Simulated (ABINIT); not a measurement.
# ZnSe (Stilleite): Raman and infrared activity

Wanted: vibrational spectra of ZnSe (Stilleite) from linear and non-linear response.

Calculated with ABINIT 10.8.3; DFT LDA, scalar-relativistic, plane waves, PseudoDojo norm-conserving pseudopotentials.

## (1) Starting point

It takes space group F-43m (No. 216, cubic). The conventional cell has a = 5.668 Å, b = 5.668 Å, c = 5.668 Å, α = 90.00°, β = 90.00°, γ = 90.00°. Nearest to Zn lie 4 Se at 2.45 Å. Nearest to Se lie 4 Zn at 2.45 Å. Farther neighbours and most contacts between anions are not listed.

As a file:

```cif
data_structure
_symmetry_space_group_name_H-M 'F-43m'
_symmetry_Int_Tables_number 216
_cell_length_a 5.6676
_cell_length_b 5.6676
_cell_length_c 5.6676
_cell_angle_alpha 90.000
_cell_angle_beta 90.000
_cell_angle_gamma 90.000
_cell_volume 182.05
loop_
_atom_site_label
_atom_site_type_symbol
_atom_site_symmetry_multiplicity
_atom_site_Wyckoff_symbol
_atom_site_fract_x
_atom_site_fract_y
_atom_site_fract_z
_atom_site_occupancy
Zn1 Zn 4 a 0.00000 0.00000 0.00000 1
Se1 Se 4 d 0.25000 0.25000 0.75000 1
```

## (2) A probe with smearing

A first run with smearing and empty bands tells whether the crystal has a gap, which decides between fixed occupations and smearing later on.

Input file probe.abi:

```
# ground state
tolvrs 1.0d-08
prtden 1
prtwf 1

# basis, mesh and filling
ecut 39.0
ngkpt 6 6 6
nshiftk 1
shiftk 0.0 0.0 0.0
istwfk *1
occopt 7
tsmear 0.005
nband 26
nstep 100
diemac 9.0
prtebands 0
prtgsr 0

# cell and atoms
acell 3*1.0 Angstrom
rprim 
    -2.8338 0.0 2.8338
    0.0 2.8338 2.8338
    -2.8338 2.8338 0.0
ntypat 2
znucl 30 34
natom 2
typat 1 2
xred 
    0.0 0.0 0.0
    0.25 0.25 0.25
pp_dirpath "./pseudo"
pseudos "Zn.upf, Se.upf"
```

Started as:

```
OMP_NUM_THREADS=1 mpirun -n 16 abinit probe.abi > probe.log
```

Numbers of over 12 decimals in the logs are rounded to 6 here.

probe.abo, the main output file:

```text
[banners, grids, parts of the stress and lines that vanish by symmetry left out]
- input  file    -> probe.abi
- output file    -> probe.abo
- root for input  files -> probei
[...]
Symmetries : space group F-4 3 m (#216); Bravais cF (face-center cubic)
[...]
mpw =        3593          nfft =       91125          nkpt =          16
[...]
== DATASET  1 ==================================================================
[...]
cutoff_energies: {ecut:  39.0, pawecutdg:  -1.0, }
[...]
ETOT  1  -329.09082073158    -3.291E+02 2.966E-01 9.471E+02
 ETOT  2  -329.88724556733    -7.964E-01 2.203E-02 1.637E+03
 ETOT  3  -330.13348730597    -2.462E-01 7.028E-03 1.283E+02
 ETOT  4  -330.14628159385    -1.279E-02 6.611E-03 3.321E+01
 ETOT  5  -330.15090441324    -4.623E-03 2.971E-03 7.408E-01
[...]
ETOT  9  -330.15103735442    -5.531E-09 8.028E-04 3.292E-08
 ETOT 10  -330.15103735445    -2.865E-11 7.788E-05 7.404E-09
 At SCF step   10       vres2   =  7.40E-09 < tolvrs=  1.00E-08 =>converged.
[...]
sigma(1 1)=  1.31760741E-04  sigma(3 2)=  0.00000000E+00
  sigma(2 2)=  1.31760741E-04  sigma(3 1)=  0.00000000E+00
  sigma(3 3)=  1.31760741E-04  sigma(2 1)=  0.00000000E+00
[...]
convergence: {deltae: -2.865E-11, res2:  7.404E-09, residm:  7.788E-05, diffor: null, }
etotal    :  -3.30151037E+02
[...]
sigma(1 1)=  1.31760741E-04  sigma(3 2)=  0.00000000E+00
  sigma(2 2)=  1.31760741E-04  sigma(3 1)=  0.00000000E+00
  sigma(3 3)=  1.31760741E-04  sigma(2 1)=  0.00000000E+00
[...]
- sigma(1 1)=  3.87653484E+00  sigma(3 2)=  0.00000000E+00
- sigma(2 2)=  3.87653484E+00  sigma(3 1)=  0.00000000E+00
- sigma(3 3)=  3.87653484E+00  sigma(2 1)=  0.00000000E+00
[...]
fcart      2.9462009551E-31 -9.8206698504E-32  2.9462009551E-31
           strten      1.3176074122E-04  1.3176074122E-04  1.3176074122E-04
================================================================================

[key lines of the parts left out:]
pressure_GPa:  -3.8765E+00
```

It took 10 s on 16 MPI ranks of Arm Neoverse N1, shared host; 2.7 min of CPU time.

Read from the output:

- volume per atom: 22.76 Å³
- pressure: -3.877 GPa
- gap on the k-mesh: 1.028 eV

A gap of 1.0 eV opens on this mesh, so the crystal is taken as an insulator; the printed pressure holds the stress of the finite basis too.

## (3) Relaxation

The harmonic expansion needs vanishing forces, and a free crystal bears no stress, so cell and atoms are brought to rest. Stress is more sensitive to the basis than forces are: the last 3 Ha under the cutoff are smoothed with ecutsm, and the cutoff is raised above that of the later runs.

Input file relax.abi:

```
# relaxation
ionmov 2
optcell 2
dilatmx 1.08
ntime 40
tolmxf 1.0d-05
tolvrs 1.0d-14
prtwf 0
prtden 0
chksymtnons 0

# basis, mesh and filling
ecut 48.0
ecutsm 3.0
ngkpt 8 8 8
nshiftk 1
shiftk 0.0 0.0 0.0
istwfk *1
occopt 1
nband 18
nstep 100
diemac 9.0
prtebands 0
prtgsr 0

# cell and atoms
acell 3*1.0 Angstrom
rprim 
    -2.8338 0.0 2.8338
    0.0 2.8338 2.8338
    -2.8338 2.8338 0.0
ntypat 2
znucl 30 34
natom 2
typat 1 2
xred 
    0.0 0.0 0.0
    0.25 0.25 0.25
pp_dirpath "./pseudo"
pseudos "Zn.upf, Se.upf"
```

Started as:

```
OMP_NUM_THREADS=1 mpirun -n 16 abinit relax.abi > relax.log
```

relax.abo, the main output file:

```text
[banners, grids, parts of the stress and lines that vanish by symmetry left out]
- input  file    -> relax.abi
- output file    -> relax.abo
- root for input  files -> relaxi
[...]
Symmetries : space group F-4 3 m (#216); Bravais cF (face-center cubic)
[...]
mpw =        6183          nfft =      157464          nkpt =          29
[...]
== DATASET  1 ==================================================================
[...]
-    --> not optimal distribution: autoparal keyword recommended in input file <--
[...]
cutoff_energies: {ecut:  48.0, pawecutdg:  -1.0, }
[...]
ETOT  1  -317.48589563026    -3.175E+02 1.874E+00 7.002E+04
 ETOT  2  -317.67216275288    -1.863E-01 1.520E+00 1.528E+05
 ETOT  3  -328.40734436861    -1.074E+01 1.691E+00 1.997E+04
 ETOT  4  -329.43048398291    -1.023E+00 8.424E-02 1.031E+04
 ETOT  5  -329.77531515865    -3.448E-01 2.331E-02 5.256E+03
[...]
At SCF step   24       vres2   =  2.25E-16 < tolvrs=  1.00E-14 =>converged.
[...]
sigma(1 1)=  1.16366913E-04  sigma(3 2)=  0.00000000E+00
  sigma(2 2)=  1.16366913E-04  sigma(3 1)=  0.00000000E+00
  sigma(3 3)=  1.16366913E-04  sigma(2 1)=  0.00000000E+00
[...]
convergence: {deltae: -3.837E-11, res2:  2.245E-16, residm:  2.315E-13, diffor: null, }
etotal    :  -3.30151465E+02
[...]
ETOT  1  -330.13692082691    -3.301E+02 2.131E-04 2.159E+02
[...]
At SCF step   13       vres2   =  3.98E-15 < tolvrs=  1.00E-14 =>converged.
[...]
sigma(1 1)=  9.60038077E-05  sigma(3 2)=  0.00000000E+00
  sigma(2 2)=  9.60038077E-05  sigma(3 1)=  0.00000000E+00
  sigma(3 3)=  9.60038077E-05  sigma(2 1)=  0.00000000E+00
[...]
convergence: {deltae: -8.242E-12, res2:  3.976E-15, residm:  1.647E-15, diffor: null, }
etotal    :  -3.30151806E+02
[...]
ETOT  1  -329.93283509459    -3.299E+02 5.325E+00 3.667E+03
[...]
At SCF step   16       vres2   =  3.26E-15 < tolvrs=  1.00E-14 =>converged.
[...]
sigma(1 1)= -8.99428287E-06  sigma(3 2)=  0.00000000E+00
  sigma(2 2)= -8.99428287E-06  sigma(3 1)=  0.00000000E+00
  sigma(3 3)= -8.99428287E-06  sigma(2 1)=  0.00000000E+00
[...]
convergence: {deltae: -2.046E-11, res2:  3.262E-15, residm:  1.081E-15, diffor: null, }
etotal    :  -3.30152447E+02
[...]
ETOT  1  -330.15003270563    -3.302E+02 9.258E-07 3.369E+01
[...]
At SCF step   13       vres2   =  4.01E-15 < tolvrs=  1.00E-14 =>converged.
[...]
sigma(1 1)=  5.76931513E-07  sigma(3 2)=  0.00000000E+00
  sigma(2 2)=  5.76931513E-07  sigma(3 1)=  0.00000000E+00
  sigma(3 3)=  5.76931513E-07  sigma(2 1)=  0.00000000E+00
[...]
convergence: {deltae:  1.211E-11, res2:  4.010E-15, residm:  9.249E-17, diffor: null, }
etotal    :  -3.30152451E+02
[...]
ETOT  1  -330.15244311078    -3.302E+02 9.212E-08 1.190E-01
[...]
ETOT 11  -330.15245149286    -1.387E-11 8.223E-18 5.415E-14
 ETOT 12  -330.15245149286    -5.798E-12 3.106E-19 9.556E-16
 At SCF step   12       vres2   =  9.56E-16 < tolvrs=  1.00E-14 =>converged.
[...]
sigma(1 1)=  3.03199016E-09  sigma(3 2)=  0.00000000E+00
  sigma(2 2)=  3.03199016E-09  sigma(3 1)=  0.00000000E+00
  sigma(3 3)=  3.03199015E-09  sigma(2 1)=  0.00000000E+00
[...]
convergence: {deltae: -5.798E-12, res2:  9.556E-16, residm:  3.106E-19, diffor: null, }
etotal    :  -3.30152451E+02
[...]
At Broyd/MD step   5, gradients are converged :
[...]
sigma(1 1)=  3.03199016E-09  sigma(3 2)=  0.00000000E+00
  sigma(2 2)=  3.03199016E-09  sigma(3 1)=  0.00000000E+00
  sigma(3 3)=  3.03199015E-09  sigma(2 1)=  0.00000000E+00
[...]
- sigma(1 1)=  8.92042302E-05  sigma(3 2)=  0.00000000E+00
- sigma(2 2)=  8.92042301E-05  sigma(3 1)=  0.00000000E+00
- sigma(3 3)=  8.92042300E-05  sigma(2 1)=  0.00000000E+00
[...]
fcart      3.9995299786E-31  3.9995299786E-31  3.9995299786E-31
           strten      3.0319901589E-09  3.0319901555E-09  3.0319901520E-09
================================================================================

[key lines of the parts left out:]
pressure_GPa:  -8.9204E-05
Total energy (etotal) [Ha]= -3.30152451492861E+02
```

It took 1.9 min on 16 MPI ranks.

Relaxation path:

```tsv
step	energy less that of the first step (eV)	largest force (eV/Å)	volume (Å³)
1	0.0000	0.0000	45.51
2	-0.0093	0.0000	45.04
3	-0.0267	0.0000	42.97
4	-0.0268	0.0000	43.13
5	-0.0268	0.0000	43.12
```

```tsv
conventional cell, symmetrised	before	after	change
a (Å)	5.668	5.567	-1.8 %
b (Å)	5.668	5.567	-1.8 %
c (Å)	5.668	5.567	-1.8 %
volume (Å³/atom)	22.76	21.56	-5.3 %
```

Final coordinates:

```xyz
2
Lattice="-2.7833 0.0000 2.7833 0.0000 2.7833 2.7833 -2.7833 2.7833 0.0000" Properties=species:S:1:pos:R:3 pbc="T T T"
Zn    0.0000    0.0000    0.0000
Se   -1.3917    1.3917    1.3917
```

Read from the output:

| Property | Result |
| --- | --- |
| volume per atom | 21.56 Å³ |
| pressure | -8.92e-5 GPa |

The volume changes by -5.3 % in this run and stands -5.3 % from the first cell.

## (4) Self-consistent run for the response

The response is built on these wavefunctions, so the potential is converged far more tightly than an energy would need. The mesh is shifted off Γ, since shifted meshes converge sums over the zone faster.

Input file gs.abi:

```
# ground state
tolvrs 1.0d-16
prtden 1
prtwf 1

# basis, mesh and filling
ecut 39.0
ngkpt 6 6 6
nshiftk 4
shiftk 
    0.5 0.5 0.5
    0.5 0.0 0.0
    0.0 0.5 0.0
    0.0 0.0 0.5
istwfk *1
occopt 1
nband 18
nstep 100
diemac 9.0
prtebands 0
prtgsr 0

# cell and atoms
acell 3*1.0 Angstrom
rprim 
    -2.783308478 0.0 2.783308478
    0.0 2.783308478 2.783308478
    -2.783308478 2.783308478 0.0
ntypat 2
znucl 30 34
natom 2
typat 1 2
xred 
    0.0 0.0 0.0
    0.25 0.25 0.25
pp_dirpath "./pseudo"
pseudos "Zn.upf, Se.upf"
```

Started as:

```
OMP_NUM_THREADS=1 mpirun -n 16 abinit gs.abi > gs.log
```

gs.abo, the main output file:

```text
[banners, grids, parts of the stress and lines that vanish by symmetry left out]
- input  file    -> gs.abi
- output file    -> gs.abo
- root for input  files -> gsi
[...]
Symmetries : space group F-4 3 m (#216); Bravais cF (face-center cubic)
[...]
mpw =        3410          nfft =       91125          nkpt =          28
[...]
== DATASET  1 ==================================================================
[...]
-    --> not optimal distribution: autoparal keyword recommended in input file <--
[...]
cutoff_energies: {ecut:  39.0, pawecutdg:  -1.0, }
[...]
ETOT  1  -317.95834400971    -3.180E+02 2.270E+00 4.025E+04
 ETOT  2  -319.37484608296    -1.417E+00 1.297E+00 8.263E+04
 ETOT  3  -328.63102394593    -9.256E+00 1.071E+00 1.188E+04
 ETOT  4  -329.52051104706    -8.895E-01 7.025E-02 5.579E+03
 ETOT  5  -329.81343018055    -2.929E-01 1.908E-02 2.860E+03
[...]
ETOT 23  -330.15228902079    -1.347E-11 1.206E-17 7.061E-14
 ETOT 24  -330.15228902080    -1.194E-11 1.027E-17 1.169E-17
 At SCF step   24       vres2   =  1.17E-17 < tolvrs=  1.00E-16 =>converged.
[...]
sigma(1 1)=  1.68563718E-05  sigma(3 2)=  0.00000000E+00
  sigma(2 2)=  1.68563718E-05  sigma(3 1)=  0.00000000E+00
  sigma(3 3)=  1.68563718E-05  sigma(2 1)=  0.00000000E+00
[...]
convergence: {deltae: -1.194E-11, res2:  1.169E-17, residm:  1.027E-17, diffor: null, }
etotal    :  -3.30152289E+02
[...]
sigma(1 1)=  1.68563718E-05  sigma(3 2)=  0.00000000E+00
  sigma(2 2)=  1.68563718E-05  sigma(3 1)=  0.00000000E+00
  sigma(3 3)=  1.68563718E-05  sigma(2 1)=  0.00000000E+00
[...]
- sigma(1 1)=  4.95931582E-01  sigma(3 2)=  0.00000000E+00
- sigma(2 2)=  4.95931582E-01  sigma(3 1)=  0.00000000E+00
- sigma(3 3)=  4.95931582E-01  sigma(2 1)=  0.00000000E+00
[...]
fcart     -1.8747796760E-31 -3.1246327934E-31  8.7489718214E-32
           strten      1.6856371848E-05  1.6856371848E-05  1.6856371848E-05
================================================================================

[key lines of the parts left out:]
pressure_GPa:  -4.9593E-01
```

Elapsed: 23 s, on 16 MPI ranks.

This step gave:

```yaml
pressure: -0.4959 GPa
```

The cell stands at -0.50 GPa: the relaxation ran with a smoothed and higher cutoff and on another k mesh.

## (5) Empty bands

Empty bands on the ground state's density check that the gap assumed so far is there in this cell.

Input file gap.abi:

```
# empty bands on the ground state's density
iscf -2
getden_filepath "gso_DEN"
tolwfr 1.0d-12
nbdbuf 2
prtwf 0

# basis, mesh and filling
ecut 39.0
ngkpt 8 8 8
nshiftk 1
shiftk 0.0 0.0 0.0
istwfk *1
occopt 1
nband 22
nstep 100
diemac 9.0
prtebands 0
prtgsr 0

# cell and atoms
acell 3*1.0 Angstrom
rprim 
    -2.783308478 0.0 2.783308478
    0.0 2.783308478 2.783308478
    -2.783308478 2.783308478 0.0
ntypat 2
znucl 30 34
natom 2
typat 1 2
xred 
    0.0 0.0 0.0
    0.25 0.25 0.25
pp_dirpath "./pseudo"
pseudos "Zn.upf, Se.upf"
```

Started as:

```
OMP_NUM_THREADS=1 mpirun -n 16 abinit gap.abi > gap.log
```

gap.abo, the main output file:

```text
[banners, grids, parts of the stress and lines that vanish by symmetry left out]
- input  file    -> gap.abi
- output file    -> gap.abo
- root for input  files -> gapi
[...]
Symmetries : space group F-4 3 m (#216); Bravais cF (face-center cubic)
[...]
mpw =        3407          nfft =       91125          nkpt =          29
[...]
== DATASET  1 ==================================================================
[...]
-    --> not optimal distribution: autoparal keyword recommended in input file <--
[...]
cutoff_energies: {ecut:  39.0, pawecutdg:  -1.0, }
[...]
-outvars: echo values of variables after computation
            acell      1.8897261259E+00  1.8897261259E+00  1.8897261259E+00 Bohr
================================================================================
```

It took 9.6 s on 16 MPI ranks.

Numbers from this step:

| Property | Result |
| --- | --- |
| gap on the k-mesh | 1.250 eV |

In this cell the gap on the mesh is 1.3 eV, direct, so fixed occupations hold.

[end of part 1 of 2]

[Host names and launcher messages were left out of these logs when they were recorded.]

[Logs are printed without paths, hosts, clocks, repeated set-up lines and the standing remarks that a program may print on its own settings, such as how far it seeks lower states.]

[Hosts, paths, dates, database ids (printed as entryN), source tags and the programs' standing remarks are cut or masked in the printed files.]
